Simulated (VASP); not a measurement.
A run of VASP 6.6.1 is set up as follows.

The input POSCAR:

```
BAs
1.0
    0.0000000000      2.3885000000      2.3885000000
    2.3885000000      0.0000000000      2.3885000000
    2.3885000000      2.3885000000      0.0000000000
As B
1 1
Direct
    0.7500000000      0.7500000000      0.7500000000
    0.0000000000      0.0000000000      0.0000000000
```

The input INCAR.step1:

```
ALGO = Normal
EDIFF = 1E-5
ENCUT = 600
GGA = PE
ISMEAR = -1
LASPH = T
LCHARG = F
LREAL = F
LWAVE = T
NELM = 100
PREC = Accurate
SIGMA = 0.05
```

The input INCAR.step2:

```
AEXX = 0.25
ALGO = Normal
EDIFF = 1E-6
EDIFFG = -0.02
ENCUT = 600
GGA = PS
HFRCUT = -1
IBRION = 2
ISIF = 3
ISMEAR = -1
ISTART = 1
LASPH = T
LCHARG = F
LHFCALC = T
LREAL = F
LWAVE = F
NELM = 100
NSW = 40
PREC = Accurate
PRECFOCK = Fast
SIGMA = 0.05
```

The input KPOINTS:

```
k-points
0
Gamma
  5 5 5
```

Potentials or basis: VASP PAW PBE potentials, release 64 (As, B).

Launch:

```bash
$ cat potpaw_PBE.64/As/POTCAR potpaw_PBE.64/B/POTCAR > POTCAR
$ cp INCAR.step1 INCAR
$ mpirun -np 1 vasp_std > vasp.out
$ cp INCAR.step2 INCAR
$ mpirun -np 1 vasp_std > vasp.out
```

Question: Predict the band gap on the k mesh.

Answer: 2.46 eV, indirect (least direct gap 4.82 eV).

Question: Predict the relaxed cell.

Answer: a = 3.356 Å, b = 3.356 Å, c = 3.356 Å, α = 60.00°, β = 60.00°, γ = 60.00°.

Step by step:
```
step  energy change (eV)  largest force (eV/Å)  pressure (GPa)  volume (Å³)
   1              0.0000                0.0000           -2.86        27.25
   2             -0.0013                0.0000            2.56        26.30
   3             -0.0047                0.0000            0.00        26.74
```

Caveat: the k mesh is coarse (spacing up to 0.46 Å⁻¹), so the values aren't converged, least of all with exact exchange; the PAW data sets were made with another functional, which shifts forces and pressure a little; an odd mesh through Γ misses points on the zone boundary, where band edges often lie.
